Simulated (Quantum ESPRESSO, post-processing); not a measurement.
# AlP(110), H on both faces, stepped through the number of layers, part 3 of 3

Aim: how the results for AlP(110), H on both faces change with the number of layers.

Quantum ESPRESSO 7.5; plane-wave DFT, PBE, GBRV ultrasoft pseudopotentials.

So far. Step 14 (Relaxing the ions, 9 layers): The relaxation lowers the energy by 6 meV an atom.

The structure was built from a prototype and need not be the compound's stable phase.

### 17. Relaxation with pw.x, 11 layers (continued)

Step by step:

```
step  energy less that of the first step (eV)  largest force (eV/Å)
   1                                   0.0000                0.4210
   2                                  -0.0197                0.3456
   3                                  -0.0377                0.2789
   4                                  -0.0598                0.2061
   5                                  -0.0840                0.1768
   6                                  -0.1040                0.1959
   7                                  -0.1110                0.1759
   8                                  -0.1189                0.1073
   9                                  -0.1220                0.0780
  10                                  -0.1233                0.0712
  11                                  -0.1247                0.0730
  12                                  -0.1264                0.0584
  13                                  -0.1277                0.0468
  14                                  -0.1285                0.0444
  15                                  -0.1290                0.0366
  16                                  -0.1293                0.0255
  17                                  -0.1295                0.0213
  18                                  -0.1296                0.0210
  19                                  -0.1298                0.0199
  20                                  -0.1300                0.0215
  21                                  -0.1302                0.0214
  22                                  -0.1303                0.0158
```

The atoms that moved most (Å):

```
atom      dx     dy      dz  length
  H1  -0.057  0.000  -0.113   0.126
 H26  -0.057  0.000   0.113   0.126
 H25  -0.035  0.000  -0.105   0.111
  H2  -0.035  0.000   0.105   0.111
  P4  -0.048  0.000   0.092   0.104
 P24  -0.048  0.000  -0.092   0.104
Al23  -0.054  0.000   0.082   0.098
 Al3  -0.054  0.000  -0.082   0.098
```

Final coordinates:

```cif
data_structure
_symmetry_space_group_name_H-M 'P 1'
_symmetry_Int_Tables_number 1
_cell_length_a 5.5033
_cell_length_b 3.8939
_cell_length_c 38.0222
_cell_angle_alpha 90.000
_cell_angle_beta 90.000
_cell_angle_gamma 90.000
_cell_volume 814.78
loop_
_atom_site_label
_atom_site_type_symbol
_atom_site_fract_x
_atom_site_fract_y
_atom_site_fract_z
_atom_site_occupancy
H1 H 0.82513 0.00000 0.20731 1
H2 H 0.39352 0.50000 0.21605 1
Al3 Al 0.99023 0.00000 0.24183 1
P4 P 0.24122 0.50000 0.24640 1
Al5 Al 0.50720 0.50000 0.29595 1
P6 P 0.75599 0.00000 0.29499 1
Al7 Al 0.00399 0.00000 0.34626 1
P8 P 0.25343 0.50000 0.34660 1
Al9 Al 0.50360 0.50000 0.39770 1
P10 P 0.75355 0.00000 0.39751 1
Al11 Al 0.00264 0.00000 0.44884 1
P12 P 0.25263 0.50000 0.44881 1
Al13 Al 0.50230 0.50000 0.50000 1
P14 P 0.75211 0.00000 0.50000 1
Al15 Al 0.00264 0.00000 0.55116 1
P16 P 0.25263 0.50000 0.55119 1
Al17 Al 0.50360 0.50000 0.60230 1
P18 P 0.75355 0.00000 0.60249 1
Al19 Al 0.00399 0.00000 0.65374 1
P20 P 0.25343 0.50000 0.65340 1
Al21 Al 0.50720 0.50000 0.70405 1
P22 P 0.75599 0.00000 0.70501 1
Al23 Al 0.99023 0.00000 0.75817 1
P24 P 0.24122 0.50000 0.75360 1
H25 H 0.39352 0.50000 0.78395 1
H26 H 0.82513 0.00000 0.79269 1
```

The relaxation lowers the energy by 5 meV an atom.

Read from the output:

* free energy: -3402.2477 eV
* Fermi energy: 1.197 eV

### 18. Ground state, 11 layers

m7.f0.in reads:

```
&control
  prefix = 'm7.f0'
  outdir = './out'
  pseudo_dir = './pseudo'
  calculation = 'scf'
  tprnfor = .true.
  tefield = .true.
  dipfield = .true.
/
&system
  ibrav = 0
  nat = 26
  ntyp = 3
  ecutwfc = 40
  ecutrho = 200
  occupations = 'smearing'
  smearing = 'fd'
  degauss = 0.002
  edir = 3
  emaxpos = 0.97
  eopreg = 0.04
  eamp = 0.0
  nbnd = 50
/
&electrons
  conv_thr = 1e-09
  mixing_beta = 0.4
  electron_maxstep = 120
  mixing_mode = 'plain'
/
ATOMIC_SPECIES
  H   1.0080  h_pbe_v1.4.uspp.F.UPF
  Al  26.9815  al_pbe_v1.uspp.F.UPF
  P   30.9738  p_pbe_v1.5.uspp.F.UPF
CELL_PARAMETERS angstrom
  5.50329919300000 0.00000000000000 0.00000000000000
  0.00000000000000 3.89386087700000 0.00000000000000
  0.00000000000000 0.00000000000000 38.02215694475355
ATOMIC_POSITIONS crystal
  H   0.825125075700 0.000000000000 0.207310525000
  H   0.393518344700 0.500000000000 0.216053555900
  Al  -0.009767113200 0.000000000000 0.241827138100
  P   0.241221464700 0.500000000000 0.246401000400
  Al  0.507195810600 0.500000000000 0.295954150700
  P   0.755993502400 0.000000000000 0.294991993100
  Al  0.003985627600 0.000000000000 0.346255299100
  P   0.253425489900 0.500000000000 0.346598470300
[... 14 atom lines left out ...]
  Al  -0.009767113200 0.000000000000 0.758172861900
  P   0.241221464700 0.500000000000 0.753598999600
  H   0.393518344700 0.500000000000 0.783946444100
  H   0.825125075700 0.000000000000 0.792689475000
K_POINTS automatic
  4 4 1 0 0 0
```

On the command line:

```sh
> OMP_NUM_THREADS=1 mpirun -n 4 pw.x -nk 1 -in m7.f0.in > m7.f0.out
```

Elapsed: 2.7 min, on 4 MPI ranks of Arm Neoverse V1, shared host; peak memory 1.4 GiB; 11 min of CPU time.

Numbers from this step:

```
Fermi energy                         : 1.374 eV
dipole along the normal              : 4.16e-5 e·Å
valence top, on the run's zero       : 0.3107 eV
conduction bottom, on the run's zero : 2.072 eV
gap by band count                    : 1.761 eV
```

### 19. SCF with pw.x, 11 layers: field 0.1 V/Å

m7.f1.in, as its differences from the input of step 18:

```diff
@@ -1,3 +1,3 @@
 &control
-  prefix = 'm7.f0'
+  prefix = 'm7.f1'
   outdir = './out'
@@ -21,3 +21,3 @@
   eopreg = 0.04
-  eamp = 0.0
+  eamp = 0.00194469
   nbnd = 50
@@ -29,2 +29,3 @@
   mixing_mode = 'plain'
+  startingpot = 'file'
 /
```

On the command line:

```sh
> cp -r out/m7.f0.save out/m7.f1.save
> OMP_NUM_THREADS=1 mpirun -n 4 pw.x -nk 1 -in m7.f1.in > m7.f1.out
```

Elapsed: 3.8 min, on 4 MPI ranks; peak memory 1.4 GiB.

This step gave:

| Item | Value |
| --- | --- |
| free energy | -3402.2594 eV |
| Fermi energy | 1.373 eV |
| dipole along the normal | 0.2354 e·Å |
| valence top, on the run's zero | 0.3721 eV |
| conduction bottom, on the run's zero | 2.080 eV |
| gap by band count | 1.708 eV |

### 20. The series side by side

The series in one table:

```
the number of layers  energy (eV)  gap along the path (eV)  vacuum level over the valence top of the mesh (eV)  dipole at 0.1 V/Å (e Å)  4πα/A (Å)
            3 layers    -973.1694                    2.519                                               5.774                  0.07364      6.218
            4 layers   -1276.8108                    2.333                                               5.733                  0.09371      7.908
            5 layers   -1580.4415                    2.063                                               5.697                   0.1139      9.624
            6 layers   -1884.0767                    2.057                                               5.688                   0.1342      11.33
            7 layers   -2187.7107                    1.892                                               5.683                   0.1545      13.05
            8 layers   -2491.3450                    1.914                                               5.682                   0.1747      14.76
            9 layers   -2794.9793                     1.81                                               5.676                    0.195      16.47
           11 layers   -3402.2477                    1.761                                                5.67                   0.2354      19.88
```

### 21. By hand

4πα/A grows by 0.877 Å for each Å of thickness (clamped-ion); 1 − 1/ε = 0.877 gives ε = 8.1.

### 22. Summary of results

```
clamped-ion ε from the slope of 4πα/A against thickness : 8.1
gap at 11 layers                                        : 1.76 eV
```

**Reading.** The series holds 8 members; clamped-ion ε from the slope of 4πα/A against thickness: 8.1; gap at 11 layers: 1.76 eV (PBE, GBRV ultrasoft). So near one, the clamped-ion slope is touchy: 0.01 in it moves ε by 0.7. The gap goes from 2.52 to 1.76 eV as the slab grows from 6.7 to 22.3 Å; the bulk has 1.63 eV on its mesh, and the excess falls as thickness to the power -1.6. Semilocal gaps are too small; no spin-orbit coupling; every broken bond is capped, which crowds large atoms; the ions are held in the field.

[Logs are printed without paths, hosts, clocks, repeated set-up lines and the standing remarks that a program may print on its own settings, such as how far it seeks lower states.]

[Hosts, paths, dates, database ids (printed as entryN), source tags and the programs' standing remarks are cut or masked in the printed files.]

[Maps of the electrostatic potential energy from Ansatz leave out the sawtooth potential of an applied field or a dipole correction, so their vacuum need not be flat; planar profiles and work functions include it.]
